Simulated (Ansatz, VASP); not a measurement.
**Ta2N in VASP and in Ansatz**

```
Ta N
1.0
     4.46886   -3.34518    0.00000
     4.46886    3.34518    0.00000
     0.00000    0.00000    3.36381
Ta N
4 2
Direct
  0.71536 0.28464 0.00000
  0.28464 0.71536 0.00000
  0.23068 0.23068 0.00000
  0.76932 0.76932 0.00000
  0.00000 0.00000 0.30406
  0.00000 0.00000 0.69594
```

Alike in both runs: functional PBE; k mesh 4 × 4 × 4; occupations gaussian, width 0.1 eV; no spin polarisation.

Ansatz relaxed the structure, and its values are those at the end. VASP's run is a single point on that final structure, the one shown.

|  | VASP | Ansatz |
| --- | --- | --- |
| version | VASP 6.6.1 | Ansatz 0.2.0 |
| potentials or method | VASP PAW PBE potentials, release 64 (Ta_pv, N) | scalar-relativistic, plane waves, PAW |
| plane-wave cutoff (eV) | 520 | 420 |
| valence electrons in the cell | 54 | 62 |

|  | VASP | Ansatz | Ansatz less VASP |
| --- | --- | --- | --- |
| gap on the k mesh at the Fermi level (eV) | none | none | - |
| pressure (GPa) | 0.2 | 0.0 | -0.18 |
| rms of the force components (eV/Å) | 0.022 | 0.011 | -0.0107 |

A gap of «none» marks a metal or a gap that the smearing closes. With one functional, cell and mesh, what is left measures potentials, basis and numerics. The two sets of potentials don't hold the same shells in valence.

Caveats: the k mesh is coarse (spacing up to 0.47 Å⁻¹), so the values aren't converged. The runs have no spin-orbit coupling, so splittings on Ta are missing.
